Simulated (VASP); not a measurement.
# CaSe (Fm-3m) in VASP: further runs

Runs on CaSe. Level: r2SCAN. Tasks: single point.

All numbers are computed with VASP 6.6.1; they aren't measurements. Logs are shortened: lines on timing, memory, paths and dates and some standing lists are left out, and cuts for length are marked.

## 1. The structure

It takes space group Fm-3m (No. 225, cubic). Conventional cell: a = 5.912 Å, b = 5.912 Å, c = 5.912 Å, α = 90.00°, β = 90.00°, γ = 90.00°. Se (site symmetry m-3m) has 6 Ca at 2.96 Å as nearest neighbours. Ca (site symmetry m-3m) has 6 Se at 2.96 Å as nearest neighbours.

## 2. Single point, r2SCAN

INCAR reads:

```
ADDGRID = F ; ALGO = Normal
EDIFF = 1E-6 ; ENCUT = 450
ISIF = 2 ; ISMEAR = 0
LASPH = T ; LCHARG = F
LMIXTAU = T ; LREAL = F
LWAVE = F ; METAGGA = R2SCAN
NBANDS = 15 ; NELM = 100
PREC = Accurate ; SIGMA = 0.05
```

KPOINTS reads:

```
k-points
0
Gamma
  3 3 3
```

POSCAR reads:

```
CaSe
1.0
    0.0000000000      2.9560000000      2.9560000000
    2.9560000000      0.0000000000      2.9560000000
    2.9560000000      2.9560000000      0.0000000000
Se Ca
1 1
Direct
    0.5000000000      0.5000000000      0.5000000000
    0.0000000000      0.0000000000      0.0000000000
```

Potentials or basis: VASP PAW PBE potentials, release 64 (Se, Ca_sv).

On the command line:

```sh
cat potpaw_PBE.64/Se/POTCAR potpaw_PBE.64/Ca_sv/POTCAR > POTCAR
mpirun -np 1 vasp_std > vasp.out
```

OUTCAR:

```text
EDIFF = 1E-6
   ENCUT = 450
   ISIF = 2
   ISMEAR = 0
   LASPH = T
   LREAL = F
   METAGGA = R2SCAN
   NELM = 100
   PREC = Accurate

 Found      4 irreducible k-points:

 Following reciprocal coordinates:
            Coordinates               Weight
  0.000000  0.000000  0.000000      1.000000
  0.333333  0.000000  0.000000      8.000000
  0.333333  0.333333  0.000000      6.000000
 -0.333333  0.333333  0.000000     12.000000
   k-points           NKPTS =      4   k-points in BZ     NKDIM =      4   number of bands    NBANDS=     15
   number of dos      NEDOS =    301   number of ions     NIONS =      2
   total plane-waves  NPLWV =  27000
   dimension x,y,z NGX =    30 NGY =   30 NGZ =   30
   dimension x,y,z NGXF=    60 NGYF=   60 NGZF=   60
   ions per type =               1   1
   NGX,Y,Z   is equivalent  to a cutoff of  11.93, 11.93, 11.93 a.u.
   NGXF,Y,Z  is equivalent  to a cutoff of  23.86, 23.86, 23.86 a.u.
 SYSTEM =  unknown system
   PREC   = accura    normal or accurate (medium, high low for compatibility)
   ISTART =      0    job   : 0-new  1-cont  2-samecut
   ICHARG =      2    charge: 1-file 2-atom 10-const
   ISPIN  =      1    spin polarized calculation?
   LNONCOLLINEAR =      F non collinear calculations
   LSORBIT =      F    spin-orbit coupling
   LASPH  =      T    aspherical Exc in radial PAW
   ENCUT  =  450.0 eV  33.07 Ry    5.75 a.u.   7.23  7.23  7.23*2*pi/ulx,y,z
   NELM   =    100;   NELMIN=  2; NELMDL= -5     # of ELM steps
   EDIFF  = 0.1E-05   stopping-criterion for ELM
   LREAL  =      F    real-space projection
   EDIFFG = 0.1E-04   stopping-criterion for IOM
   NSW    =      0    number of steps for IOM
   IBRION =     -1    ionic relax: 0-MD 1-quasi-New 2-CG
   NFREE  =      0    steps in history (QN), initial steepest desc. (CG)
   ISIF   =      2    stress and relaxation
   ISYM   =      2    0-nonsym 1-usesym 2-fastsym
   POTIM  = 0.5000    time-step for ionic-motion
   TEBEG  =    0.0;   TEEND  =   0.0 temperature during run
   PSTRESS=    0.0 pullay stress
   NELECT =      16.0000    total number of electrons
   NUPDOWN=      -1.0000    fix difference up-down
   EMIN   =  10.00;   EMAX   =-10.00  energy-range for DOS
   EFERMI =   0.00;   METHOD = LEGACY
   ISMEAR =     0;   SIGMA  =   0.05  broadening in eV -4-tet -1-fermi 0-gaus
   EFERMI_NEDOS =   21; number of points for ismear=-14 and -15
   IALGO  =     38    algorithm
   IMIX   =      4    mixing-type and parameters
     AMIX     =   0.40;   BMIX     =  1.00
     AMIX_MAG =   1.60;   BMIX_MAG =  1.00
  volume/ion in A,a.u.               =      25.83       174.30
  Fermi-wavevector in a.u.,A,eV,Ry     =   1.107645  2.093145 16.692666  1.226876
  Thomas-Fermi vector in A             =   2.244161
   LORBIT       =      0    0 simple, 1 ext, 2 COOP (PROOUT), +10 PAW based schemes
   METAGGA = R2SCAN    functional components
   LHFCALC =     F    Hartree Fock is set to
   AEXX    =    0.0000 exact exchange contribution
   IVDW    =     0    specifies the selected vdW correction
   LEPSILON=     F    determine dielectric tensor
   LRPA    =     F    only Hartree local field effects (RPA)
 non-spin polarized calculation
 Gauss-broadening in eV      SIGMA  =   0.05
  energy-cutoff  :      450.00
  volume of cell :       51.66
 maximum number of plane-waves:      1139
 NGX is ok and might be reduce to    30
   NGX = 15   NGY = 15   NGZ = 15

 number of electron      15.9999998 magnetization

 Free energy of the ion-electron system (eV)
  ---------------------------------------------------
  ext. energy  EPLUGINS =         0.00000000
  ---------------------------------------------------
  free energy    TOTEN  =       -25.89976283 eV

  energy without entropy =      -25.89976283  energy(sigma->0) =      -25.89976283

 E-fermi :   2.5701     XC(G=0):  -9.5755

 val. band max:        2.2341961800   @ k =   0.0000   0.0000   0.0000
 cond. band min:       5.0244350439   @ k =   0.3333   0.3333   0.0000
 fundamental gap:      2.7902388639
 Fermi energy:         2.5701084965

 k-point     1 :       0.0000    0.0000    0.0000
  band No.  band energies     occupation
      1     -39.1082      2.00000
      2     -19.2193      2.00000
      3     -19.2193      2.00000
      4     -19.2192      2.00000
      5      -9.9580      2.00000
      6       2.2342      2.00000
      7       2.2342      2.00000
      8       2.2342      2.00000
      9       6.3627      0.00000
     10       6.4219      0.00000
     11       6.4220      0.00000
     12       6.4220      0.00000
     13       7.0189      0.00000
     14       7.0189      0.00000
     15      12.6795      0.00000

 k-point     2 :       0.3333    0.0000    0.0000
  band No.  band energies     occupation
      1     -39.1032      2.00000
      2     -19.3075      2.00000
      3     -19.2247      2.00000
      4     -19.2246      2.00000
      5      -9.4279      2.00000
      6      -0.4393      2.00000
      7       1.2699      2.00000
      8       1.2699      2.00000
      9       6.7315      0.00000
     10       7.6540      0.00000
     11       7.6540      0.00000
     12       8.9901      0.00000
     13       9.2330      0.00000
     14       9.2330      0.00000
     15      12.3936      0.00000

 k-point     3 :       0.3333    0.3333    0.0000
  band No.  band energies     occupation
      1     -39.1015      2.00000
      2     -19.2866      2.00000
      3     -19.2441      2.00000
      4     -19.2440      2.00000
      5      -9.4421      2.00000
      6      -0.2351      2.00000
      7       1.4271      2.00000
      8       1.4271      2.00000
      9       5.0244      0.00000
     10       7.5920      0.00000
     11       7.8255      0.00000
     12       8.6340      0.00000
     13       8.6340      0.00000
     14      10.0692      0.00000
     15      12.4276      0.00000

 k-point     4 :      -0.3333    0.3333    0.0000
  band No.  band energies     occupation
      1     -39.0998      2.00000
      2     -19.2922      2.00000
      3     -19.2777      2.00000
      4     -19.2372      2.00000
      5      -9.2493      2.00000
      6      -0.1952      2.00000
      7       0.1612      2.00000
      8       1.0465      2.00000
      9       6.6972      0.00000
     10       8.2421      0.00000
     11       8.2680      0.00000
     12       8.3434      0.00000
     13       9.3523      0.00000
     14      10.0375      0.00000
     15      11.9847      0.00000

------------------------ aborting loop because EDIFF is reached ----------------------------------------

  FORCE on cell =-STRESS in cart. coord.  units (eV):
  Direction    XX          YY          ZZ          XY          YZ          ZX
  --------------------------------------------------------------------------------------
  -------------------------------------------------------------------------------------
  Total        0.4285832      0.4285832      0.4285832      0.0000000      0.0000000     -0.0000000
  in kB       13.2923701     13.2923701     13.2923701      0.0000000      0.0000000     -0.0000000
  external PRESSURE =      13.2923701 kB  Pullay stress =       0.0000000 kB

 VOLUME and BASIS-vectors are now :
 -----------------------------------------------------------------------------
  energy-cutoff  :      450.00
  volume of cell :       51.66
      direct lattice vectors                 reciprocal lattice vectors
     0.000000000  2.956000000  2.956000000    -0.169147497  0.169147497  0.169147497
     2.956000000  0.000000000  2.956000000     0.169147497 -0.169147497  0.169147497
     2.956000000  2.956000000  0.000000000     0.169147497  0.169147497 -0.169147497

 POSITION                                       TOTAL-FORCE (eV/Angst)
 -----------------------------------------------------------------------------------
      2.95600      2.95600      2.95600        -0.000000      0.000000     -0.000000
      0.00000      0.00000      0.00000         0.000000     -0.000000      0.000000
 -----------------------------------------------------------------------------------
    total drift:                               -0.000000      0.000000      0.000000

  FREE ENERGIE OF THE ION-ELECTRON SYSTEM (eV)
  ---------------------------------------------------
  free  energy   TOTEN  =       -25.8997628300 eV

  energy  without entropy=      -25.8997628300  energy(sigma->0) =      -25.89976283
```

It took 49 s on 1 thread of Intel Xeon Platinum 8488C (Sapphire Rapids), shared host; peak memory 0.16 GiB.

The run converged, but some of its settings lie outside the range that counts as converged, so its numbers aren't taken as properties of the crystal.

What came out:

- Free energy: -25.8998 eV
- Pressure: 1.3 GPa
- Band gap on the k mesh: 2.79 eV, indirect (least direct gap 3.60 eV)

Caveat: the k mesh is coarse (spacing up to 0.61 Å⁻¹), so the values aren't converged; the PAW data sets were made with another functional, which shifts forces and pressure a little; an odd mesh through Γ misses points on the zone boundary, where band edges often lie.

[end of part 1 of 2]
